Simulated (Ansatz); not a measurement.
# MnS: the cost of one run

Program: Ansatz 0.2.0. Level of theory: DFT PBE+U (U = 7 eV, J = 0.5 eV on Mn d, around-mean-field double counting), plane waves, PAW. These are calculated values, not measurements.

The COD entry's cell or inner coordinates are ideal or old and differ from later refinements, so a difference from it is no clean test against experiment.

4 further runs of the same task are left out: 4 that didn't finish.

### Step 1. The structure to begin with

It takes space group P6_3mc (No. 186, hexagonal). Conventional cell: a = 3.976 Å, b = 3.976 Å, c = 6.432 Å, α = 90.00°, β = 90.00°, γ = 120.00°. Mn (site symmetry 3m) is surrounded by 4 S at 2.41 to 2.48 Å. Around S (site symmetry 3m) lie 4 Mn at 2.41 to 2.48 Å.

As a file:

```cif
data_structure
_symmetry_space_group_name_H-M 'P 1'
_symmetry_Int_Tables_number 1
_cell_length_a 3.9760
_cell_length_b 3.9760
_cell_length_c 12.8640
_cell_angle_alpha 90.000
_cell_angle_beta 90.000
_cell_angle_gamma 120.000
_cell_volume 176.12
loop_
_atom_site_label
_atom_site_type_symbol
_atom_site_fract_x
_atom_site_fract_y
_atom_site_fract_z
_atom_site_occupancy
Mn1 Mn 0.33333 0.66667 0.00000 1
Mn2 Mn 0.66667 0.33333 0.25000 1
S1 S 0.33333 0.66667 0.19250 1
S2 S 0.66667 0.33333 0.44250 1
Mn3 Mn 0.33333 0.66667 0.50000 1
Mn4 Mn 0.66667 0.33333 0.75000 1
S3 S 0.33333 0.66667 0.69250 1
S4 S 0.66667 0.33333 0.94250 1
```

An earlier series on this cell reached its lowest free state from «antiferromagnetic start, free», perhaps among other starts.

### Step 2. Total moment locked, 22.00 μB per cell

input.yaml

```yaml
crystal:
  lattice:
    - [3.97600161, 0.0, 0.0]
    - [-1.9880008, 3.4433184, 0.0]
    - [0.0, 0.0, 12.864001]
  atoms:
    - { symbol: Mn, position: [0.3333333333, 0.6666666667, 0.0], spin: 5.5 }
    - { symbol: Mn, position: [0.6666666667, 0.3333333333, 0.25], spin: 5.5 }
    - { symbol: S, position: [0.3333333333, 0.6666666667, 0.1925] }
    - { symbol: S, position: [0.6666666667, 0.3333333333, 0.4425] }
    - { symbol: Mn, position: [0.3333333333, 0.6666666667, 0.5], spin: 5.5 }
    - { symbol: Mn, position: [0.6666666667, 0.3333333333, 0.75], spin: 5.5 }
    - { symbol: S, position: [0.3333333333, 0.6666666667, 0.6925] }
    - { symbol: S, position: [0.6666666667, 0.3333333333, 0.9425] }
basis:
  ecutwfc: 420
  ecutrho_ratio: 4
kpoints:
  mp_grid: { grid: [6, 6, 2] }
hamiltonian:
  xc: pbe
  hubbard:
    sites:
      - { site: 0, l: d, u: 7.0, j: 0.5, starting_ns: [{ spin: up, occupation_matrix: s0up }, { spin: down, occupation_matrix: s0down }] }
      - { site: 1, l: d, u: 7.0, j: 0.5, starting_ns: [{ spin: up, occupation_matrix: s1up }, { spin: down, occupation_matrix: s1down }] }
      - { site: 4, l: d, u: 7.0, j: 0.5, starting_ns: [{ spin: up, occupation_matrix: s4up }, { spin: down, occupation_matrix: s4down }] }
      - { site: 5, l: d, u: 7.0, j: 0.5, starting_ns: [{ spin: up, occupation_matrix: s5up }, { spin: down, occupation_matrix: s5down }] }
    double_counting: amf
    occupation_matrices:
      s0up:
        matrix:
          - [0.97, 0.0, 0.0, 0.0, 0.0]
          - [0.0, 0.97, 0.0, 0.0, 0.0]
          - [0.0, 0.0, 0.97, 0.0, 0.0]
          - [0.0, 0.0, 0.0, 0.97, 0.0]
          - [0.0, 0.0, 0.0, 0.0, 0.97]
      s0down:
        matrix:
          - [0.02, 0.0, 0.0, 0.0, 0.0]
          - [0.0, 0.02, 0.0, 0.0, 0.0]
          - [0.0, 0.0, 0.02, 0.0, 0.0]
          - [0.0, 0.0, 0.0, 0.02, 0.0]
          - [0.0, 0.0, 0.0, 0.0, 0.02]
      s1up:
        matrix:
          - [0.97, 0.0, 0.0, 0.0, 0.0]
          - [0.0, 0.97, 0.0, 0.0, 0.0]
          - [0.0, 0.0, 0.97, 0.0, 0.0]
          - [0.0, 0.0, 0.0, 0.97, 0.0]
          - [0.0, 0.0, 0.0, 0.0, 0.97]
      s1down:
        matrix:
          - [0.02, 0.0, 0.0, 0.0, 0.0]
          - [0.0, 0.02, 0.0, 0.0, 0.0]
          - [0.0, 0.0, 0.02, 0.0, 0.0]
          - [0.0, 0.0, 0.0, 0.02, 0.0]
          - [0.0, 0.0, 0.0, 0.0, 0.02]
      s4up:
        matrix:
          - [0.97, 0.0, 0.0, 0.0, 0.0]
          - [0.0, 0.97, 0.0, 0.0, 0.0]
          - [0.0, 0.0, 0.97, 0.0, 0.0]
          - [0.0, 0.0, 0.0, 0.97, 0.0]
          - [0.0, 0.0, 0.0, 0.0, 0.97]
      s4down:
        matrix:
          - [0.02, 0.0, 0.0, 0.0, 0.0]
          - [0.0, 0.02, 0.0, 0.0, 0.0]
          - [0.0, 0.0, 0.02, 0.0, 0.0]
          - [0.0, 0.0, 0.0, 0.02, 0.0]
          - [0.0, 0.0, 0.0, 0.0, 0.02]
      s5up:
        matrix:
          - [0.97, 0.0, 0.0, 0.0, 0.0]
          - [0.0, 0.97, 0.0, 0.0, 0.0]
          - [0.0, 0.0, 0.97, 0.0, 0.0]
          - [0.0, 0.0, 0.0, 0.97, 0.0]
          - [0.0, 0.0, 0.0, 0.0, 0.97]
      s5down:
        matrix:
          - [0.02, 0.0, 0.0, 0.0, 0.0]
          - [0.0, 0.02, 0.0, 0.0, 0.0]
          - [0.0, 0.0, 0.02, 0.0, 0.0]
          - [0.0, 0.0, 0.0, 0.02, 0.0]
          - [0.0, 0.0, 0.0, 0.0, 0.02]
    ns_hold: { iters: 8 }
scf:
  occupations: { method: gaussian, width: 0.05 }
  lower_state_search: "off"
  max_iter: 150
output:
  forces: true
  stress: true
  eigenvalues: true
  populations: true
  hubbard:
    sites:
      - { site: 0, l: d }
      - { site: 1, l: d }
      - { site: 4, l: d }
      - { site: 5, l: d }
magnetization:
  spin_polarized: true
  initial_magnetization: 22.0
  spin_locking: { lock_magnetization: hard }
```

At this filling each channel is wholly full or empty, so no choice of orbitals remains. The typed matrices put 0.97 on the chosen orbitals and 0.02 on the others, and are held for 8 cycles. The lock stays on to the end, so the result is a constrained state.

On the command line:

```sh
> ansatz run input.yaml --threads 4 --pin off --max-ram 6144MiB --backend cpu --events-out ev --progress --plain --runs-dir out
```

What time and memory should one allow on 4 threads of Arm Neoverse N1, shared host?

About 29 s, with a peak of 0.7 GiB.
